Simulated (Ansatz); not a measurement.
# GaAs wire along [110], 42 atoms a period, H-terminated: bands by functional and under strain, part 3 of 3

Wanted: the relaxed geometry and the bands of the GaAs wire along [110], 42 atoms a period, H-terminated.

Ansatz 0.2.0; DFT PBE, plane waves, PAW; relaxation of a wire's period; PAW set soft_1 (the session's first sound run).

So far, band gap (eV): step 3 (the perfect wire, PBE) 0.335; step 4 (r2SCAN PBE, cutoff 500 eV, k-mesh 1×1×15) 0.618; step 5 (relaxing the atoms, period over the relaxed period 1.06, k-mesh …, PBE) 0.271.

**6. At a strained period, period over the relaxed period 1.1**

Level of this step: DFT PBE, plane waves, PAW; relaxation at a fixed period; PAW set soft_1 (Ansatz).

The period is set to 1.1 times the relaxed one and the atoms relax within it: strain changes bond lengths and angles, which shifts the bands against each other. Against the first PBE run of this kind, the mesh along the wire has 14 points against 20.

The cell differs from the one that the last finished run ended in (c 4.374 → 4.539 Å).

input.yaml

```yaml
crystal:
  lattice:
    - [24.42, 0.0, 0.0]
    - [0.0, 25.644, 0.0]
    - [0.0, 0.0, 4.5385856622]
  atoms:
    - { symbol: As, position: [0.186424571, 0.417945294, 0.0] }
    - { symbol: H, position: [0.195067546, 0.28648983, 0.0] }
    - { symbol: Ga, position: [0.238890935, 0.330929983, 0.0] }
    - { symbol: Ga, position: [0.241103769, 0.5, 0.0] }
    - { symbol: As, position: [0.410440187, 0.261444761, 0.0] }
    - { symbol: As, position: [0.411556507, 0.420044467, 0.0] }
    - { symbol: H, position: [0.431772594, 0.87161477, 0.0] }
    - { symbol: Ga, position: [0.469494917, 0.339569354, 0.0] }
    - { symbol: Ga, position: [0.465390584, 0.180289406, 0.0] }
    - { symbol: Ga, position: [0.470222568, 0.5, 0.0] }
    - { symbol: As, position: [0.642048916, 0.267955025, 0.0] }
    - { symbol: As, position: [0.646090924, 0.422720838, 0.0] }
    - { symbol: H, position: [0.67700425, 0.218610574, 0.0] }
    - { symbol: Ga, position: [0.705622326, 0.344644111, 0.0] }
    - { symbol: Ga, position: [0.710097678, 0.5, 0.0] }
    - { symbol: H, position: [0.862545872, 0.420004099, 0.174963336] }
    - { symbol: H, position: [0.862545872, 0.579995901, 0.174963336] }
    - { symbol: H, position: [0.144839841, 0.422763598, 0.272829701] }
    - { symbol: H, position: [0.144839841, 0.577236402, 0.272829701] }
    - { symbol: As, position: [0.295207583, 0.339178656, 0.5] }
    - { symbol: As, position: [0.295207583, 0.660821344, 0.5] }
    - { symbol: As, position: [0.297503827, 0.5, 0.5] }
    - { symbol: H, position: [0.314038474, 0.208685701, 0.5] }
    - { symbol: H, position: [0.314038474, 0.791314299, 0.5] }
    - { symbol: Ga, position: [0.352566368, 0.257612451, 0.5] }
    - { symbol: Ga, position: [0.354044755, 0.417991838, 0.5] }
    - { symbol: Ga, position: [0.354044755, 0.582008162, 0.5] }
    - { symbol: Ga, position: [0.352566368, 0.742387549, 0.5] }
    - { symbol: As, position: [0.527677649, 0.342832664, 0.5] }
    - { symbol: As, position: [0.523200041, 0.187197217, 0.5] }
    - { symbol: As, position: [0.527677649, 0.657167336, 0.5] }
    - { symbol: As, position: [0.528064988, 0.5, 0.5] }
    - { symbol: As, position: [0.523200041, 0.812802783, 0.5] }
    - { symbol: H, position: [0.561480275, 0.140172577, 0.5] }
    - { symbol: H, position: [0.561480275, 0.859827423, 0.5] }
    - { symbol: Ga, position: [0.584663366, 0.263361922, 0.5] }
    - { symbol: Ga, position: [0.588388606, 0.42142725, 0.5] }
    - { symbol: Ga, position: [0.588388606, 0.57857275, 0.5] }
    - { symbol: Ga, position: [0.584663366, 0.736638078, 0.5] }
    - { symbol: As, position: [0.762181426, 0.349085341, 0.5] }
    - { symbol: As, position: [0.762181426, 0.650914659, 0.5] }
    - { symbol: As, position: [0.766806885, 0.5, 0.5] }
    - { symbol: H, position: [0.791694066, 0.296523669, 0.5] }
    - { symbol: H, position: [0.791694066, 0.703476331, 0.5] }
    - { symbol: Ga, position: [0.831428941, 0.424007631, 0.5] }
    - { symbol: Ga, position: [0.831428941, 0.575992369, 0.5] }
    - { symbol: H, position: [0.144839841, 0.422763598, 0.727170299] }
    - { symbol: H, position: [0.144839841, 0.577236402, 0.727170299] }
    - { symbol: H, position: [0.862545872, 0.420004099, 0.825036664] }
    - { symbol: H, position: [0.862545872, 0.579995901, 0.825036664] }
    - { symbol: As, position: [0.186424571, 0.582054706, 0.0] }
    - { symbol: H, position: [0.195067546, 0.71351017, 0.0] }
    - { symbol: Ga, position: [0.238890935, 0.669070017, 0.0] }
    - { symbol: As, position: [0.411556507, 0.579955533, 0.0] }
    - { symbol: As, position: [0.410440187, 0.738555239, 0.0] }
    - { symbol: H, position: [0.431772594, 0.12838523, 0.0] }
    - { symbol: Ga, position: [0.469494917, 0.660430646, 0.0] }
    - { symbol: Ga, position: [0.465390584, 0.819710594, 0.0] }
    - { symbol: As, position: [0.646090924, 0.577279162, 0.0] }
    - { symbol: As, position: [0.642048916, 0.732044975, 0.0] }
    - { symbol: H, position: [0.67700425, 0.781389426, 0.0] }
    - { symbol: Ga, position: [0.705622326, 0.655355889, 0.0] }
kpoints:
  mp_grid: { grid: [1, 1, 14] }
  band_path: { path: ["Γ", Z], npoints: 90 }
scf:
  occupations: { method: fermi_dirac, width: 0.05 }
hamiltonian:
  xc: pbe
  pseudopotentials: { kind: paw, azcp: { folder: soft_1 } }
relax:
  max_steps: 40
  f_tol: 0.02
output:
  stress: true
```

Launch:

```bash
$ ansatz run input.yaml --threads 16 --pin off --max-ram 61440MiB --backend cuda --events-out ev --progress --plain --runs-dir out --max-vram 78GiB
```

Numbers of over 12 decimals in the logs are rounded to 6 here.

The log of the run:

```text
[...]
Crystal: 62 atoms, lattice volume = 2842.183 Å³
Basis set: ecut = 420 eV, 55759 PW (Γ), exchange–correlation on 360×360×64 points (8 copies of the dense FFT grid, shifted against one another)
Bands: 366, of which v1, the nominal top of the filled ones, is band 304 counted from 1 (303 counted from 0)
Symmetry: 4 space group operations
[...]
k-points: 8 of 14
[...]
- { symbol: As, position: [0.412503, 0.738449, 1.2021333367125195e-19] }
    - { symbol: H, position: [0.436932, 0.127352, 1.2021333367125195e-19] }
    - { symbol: Ga, position: [0.472132, 0.660487, 1.2021333367125195e-19] }
    - { symbol: Ga, position: [0.467955, 0.819157, 1.2021333367125195e-19] }
    - { symbol: As, position: [0.637647, 0.577335, 1.2021333367125195e-19] }
    - { symbol: As, position: [0.633873, 0.732654, 1.2021333367125195e-19] }
    - { symbol: H, position: [0.671277, 0.780451, 1.2021333367125195e-19] }
    - { symbol: Ga, position: [0.697009, 0.655707, 1.2021333367125195e-19] }
[key lines of the parts left out:]
SCF converged after 7 iterations
```

The job ended after 54 s (1 × NVIDIA GB200 with 16 threads of Arm Neoverse V2, shared host; peak memory 2.7 GiB).

The steps of the relaxation:

```csv
step,energy less that of the first step (eV),largest force component (eV/Å)
1,0.0000,1.0500
2,-0.8521,0.4806
3,-1.0666,0.0911
4,-1.0861,0.0344
5,-1.0885,0.0199
6,-1.0893,0.0080
```

The run keeps the 4 symmetry operations that it works with, so distortions that break them were not tested.

The atoms that moved most (Å):

| atom | dx | dy | dz | length |
| --- | --- | --- | --- | --- |
| H17 | -0.376 | -0.006 | 0.098 | 0.389 |
| H16 | -0.376 | 0.006 | 0.098 | 0.389 |
| H50 | -0.376 | -0.006 | -0.098 | 0.389 |
| H49 | -0.376 | 0.006 | -0.098 | 0.389 |
| H2 | 0.357 | -0.045 | 0.000 | 0.359 |
| H52 | 0.357 | 0.045 | 0.000 | 0.359 |
| Ga4 | 0.345 | 0.000 | 0.000 | 0.345 |
| As40 | -0.344 | -0.006 | 0.000 | 0.344 |

Numbers from this step:

```
energy at zero smearing : -181743.9145 eV
band gap                : 0.1405 eV
```

The gap is 0.140 eV, against 0.335 eV under PBE at the relaxed period.

**7. What came out**

| Quantity | Value |
| --- | --- |
| cell length, PBE | 4.126 Å |
| gap, PBE | 0.335 eV |
| gap, r2SCAN | 0.618 eV |
| gap, period scaled by 1.06 | 0.271 eV |
| gap, period scaled by 1.1 | 0.140 eV |

**Reading.** Under PBE the cell's length is 4.13 Å, and a gap of 0.33 eV makes it a semiconductor. At the relaxed period the wire is gapped under every functional, from 0.33 eV (PBE) to 0.62 eV (r2SCAN). Weak screening in one dimension makes quasiparticle gaps larger than the semilocal gaps, as a rule. Strain matters: under PBE the gap goes from 0.33 eV to 0.271 eV at 1.06 times the period and 0.140 eV at 1.1 times the period. Where the gap is under about 0.35 eV, the smearing of 0.05 eV partly fills the band edges in the SCF. Plain hydrogen on a compound's surface is a simple closure: it may leave surface states, and facets that end in unlike atoms put a field across the wire, both of which shrink the gap.

[Logs are printed without paths, hosts, clocks, repeated set-up lines and the standing remarks that a program may print on its own settings, such as how far it seeks lower states.]

[Hosts, paths, dates, database ids (printed as entryN), source tags and the programs' standing remarks are cut or masked in the printed files.]
